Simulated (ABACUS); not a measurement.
Wanted: the native input for an ABACUS 3.10.1 run.

| Item | Value |
| --- | --- |
| Task | single point |
| Functional | SCAN |
| Potentials or basis | SG15 ONCV 1.2 PBE |
| Cutoff | 1279 eV |
| Density cutoff | 5116 eV |
| Basis | plane waves |
| k mesh | 8 × 8 × 8 |
| Occupations | fermi-dirac, width 0.05 eV |
| Spin | no spin polarisation |
| Radial cutoff of the potentials (pseudo_rcut) | 10 bohr |
| SCF threshold on the density | 1e-08 |
| Max SCF steps | 100 |
| Eigensolver | dav |
| Mixing | broyden |
| Mixing share | 0.7 |
| Symmetry key | 1 |

The system is Mo.

```
Mo
1.0
    -1.58381    1.58381    1.58381
     1.58381   -1.58381    1.58381
     1.58381    1.58381   -1.58381
Mo
1
Direct
  0.00000 0.00000 0.00000
```

These files were run (other wordings do the same):

INPUT

```
INPUT_PARAMETERS
suffix              Mo
calculation         scf
basis_type          pw
pseudo_dir          ./
symmetry            1
dft_functional      scan
ecutwfc             94
pseudo_rcut         10
nspin               1
nbands              17
ks_solver           dav
smearing_method     fd
smearing_sigma      0.00367493
scf_thr             1e-08
scf_nmax            100
mixing_type         broyden
mixing_beta         0.7
cal_force           1
cal_stress          1
mixing_tau          1
out_chg             1
kpar                4
```

STRU

```
ATOMIC_SPECIES
Mo 95.9500 Mo_ONCV_PBE-1.2.upf

LATTICE_CONSTANT
1.8897261246

LATTICE_VECTORS
-1.5838089719 1.5838089719 1.5838089719
1.5838089719 -1.5838089719 1.5838089719
1.5838089719 1.5838089719 -1.5838089719

ATOMIC_POSITIONS
Cartesian

Mo
0.0
1
0.0000000000 0.0000000000 0.0000000000 1 1 1
```

KPT

```
K_POINTS
0
Gamma
8 8 8 0 0 0
```

Potentials or basis: SG15 ONCV 1.2 PBE, plane waves.

The run is started by

```bash
$ OMP_NUM_THREADS=1 mpirun -np 4 abacus > log
```

Results of the run:

```json
{
 "Pressure": "-4.7 GPa",
 "Band gap on the k mesh": "none (metal or under the smearing width)"
}
```

Caveat: the potentials were made for another functional, which shifts forces and pressure.

Run time: 6.4 s on 4 MPI ranks on Intel(R) Xeon(R) Platinum 8375C CPU @ 2.90GHz (Ice Lake) (shared host), peak memory 0.28 GiB a rank.
